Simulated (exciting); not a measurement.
Input of an exciting (release sodium) run:

input.xml

```xml
<input>
  <title>C</title>
  <structure speciespath="./" tshift="false">
    <crystal scale="1">
      <basevect>0.000000000000 4.766014085142 0.000000000000</basevect>
      <basevect>-3.891434205162 2.383007042666 1.375829757592</basevect>
      <basevect>0.000000000000 2.383007042666 4.127489272588</basevect>
    </crystal>
    <species speciesfile="C.xml" rmt="1.4">
      <atom coord="0.750000000000 0.750000000000 0.750000000000" bfcmt="0 0 -8"/>
      <atom coord="0.500000000000 0.500000000000 0.500000000000" bfcmt="0 0 -8"/>
    </species>
  </structure>
  <groundstate do="fromscratch" ngridk="11 11 11" rgkmax="6.5" gmaxvr="14" lmaxapw="10" lmaxmat="10" lmaxvr="8" stype="Gaussian" swidth="0.00183747" nempty="20" ValenceRelativity="iora*" epsengy="1e-05" epspot="1e-05" maxscl="90" outputlevel="normal">
    <libxc exchange="XC_GGA_X_AM05" correlation="XC_GGA_C_AM05"/>
    <spin reducebf="0.5"/>
  </groundstate>
  <properties>
    <dos nwdos="300" winddos="-0.3 0.3" inttype="tetra" ngrdos="100" nsmdos="1" lmirep="true"/>
  </properties>
</input>
```

Potentials or basis: all-electron LAPW+lo, shipped species files, valence relativity iora*.

The run is started by

```bash
$ OMP_NUM_THREADS=1 exciting_smp
```

Question: Estimate the band gap on the k mesh.

Answer: 4.02 eV, indirect (least direct gap 5.52 eV).

Question: Estimate the net moment.

Answer: 0.00 μB per cell.

States per cell in windows of 1 eV (zero at the valence-band top; states under -7 eV left out):
```
from (eV)    up  down  C1 p down  C2 p  C2 p down  C1 p  C1 s  C1 s down
     -7.0  0.35  0.35       0.09  0.09       0.09  0.09  0.01       0.01
     -6.0  0.37  0.37       0.10  0.10       0.10  0.10  0.01       0.01
     -5.0  0.34  0.34       0.09  0.09       0.09  0.09  0.01       0.01
     -4.0  0.34  0.34       0.10  0.10       0.10  0.10  0.00       0.00
     -3.0  0.21  0.21       0.07  0.07       0.07  0.07  0.00       0.00
     -2.0  0.11  0.11       0.04  0.04       0.04  0.04  0.00       0.00
     -1.0  0.05  0.05       0.01  0.01       0.01  0.01  0.00       0.00
      0.0  0.00  0.00       0.00  0.00       0.00  0.00  0.00       0.00
      1.0  0.00  0.00       0.00  0.00       0.00  0.00  0.00       0.00
      2.0  0.00  0.00       0.00  0.00       0.00  0.00  0.00       0.00
      3.0  0.00  0.00       0.00  0.00       0.00  0.00  0.00       0.00
      4.0  0.07  0.07       0.01  0.01       0.01  0.01  0.01       0.01
      5.0  0.20  0.20       0.03  0.03       0.03  0.03  0.01       0.01
      6.0  0.27  0.27       0.04  0.04       0.04  0.04  0.01       0.01
      7.0  0.41  0.41       0.07  0.07       0.07  0.07  0.02       0.02
```

Caveat: the gap that the log estimates isn't reliable with spin; the one listed comes from the levels; an odd mesh through Γ misses points on the zone boundary, where band edges often lie. Expect the measured gap to be larger: semilocal functionals such as AM05 lack the derivative discontinuity.
